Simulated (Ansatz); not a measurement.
Free-standing chains of the atoms of MnO, named by their start (strip: triangular double chain, ladder: square double chain); atoms and period are relaxed, and energies count from relaxed bulk MnO (Fm-3m, 10.96 Å³/atom, gap on the mesh 0.00 eV).

These are results of DFT PBE, scalar-relativistic, plane waves, PAW (Ansatz), not measurements.

Settings: cutoff 420 eV, Γ-centred mesh 1×1×30 on the computed 2-atom cell, Gaussian smearing of 0.05 eV; collinear spin from starting moments 4.44 0.5 μB.

Start (strip chain):

```xyz
2
Lattice="10.8000 0.0000 0.0000 0.0000 9.3000 0.0000 0.0000 0.0000 2.1191" Properties=species:S:1:pos:R:3 pbc="T T T"
Mn    4.5004    4.6500    0.0000
O     6.2996    4.6500    1.0596
```

Question: Relax it.

Answer: The free energy falls by 1920 meV/atom. It ends far from its start (an atom moved by over half a bond, or the period changed much).

```
excess energy (eV per host atom)                      : 0.605
period (Å)                                            : 3.607
gap on the mesh (eV)                                  : 0.58
highest filled level or Fermi level under vacuum (eV) : 3.83
size of the moment (μB per cell)                      : 5.00
```

Relaxed structure:
```
CELL_PARAMETERS angstrom
10.80000 0.00000 0.00000
0.00000 9.30000 0.00000
0.00000 0.00000 3.60738
ATOMIC_POSITIONS crystal
Mn 0.49125 0.50000 0.00000
O 0.50875 0.50000 0.50000
```

The cell holds one magnetic atom, so it can only be ferromagnetic; an antiferromagnetic order may lie lower.

Each run keeps its start's symmetry and one magnetic start, so lower states can exist.

The run took 2.3 min on 2 threads of Intel(R) Xeon(R) 6975P-C (Granite Rapids) (shared host), peak memory 0.7 GiB.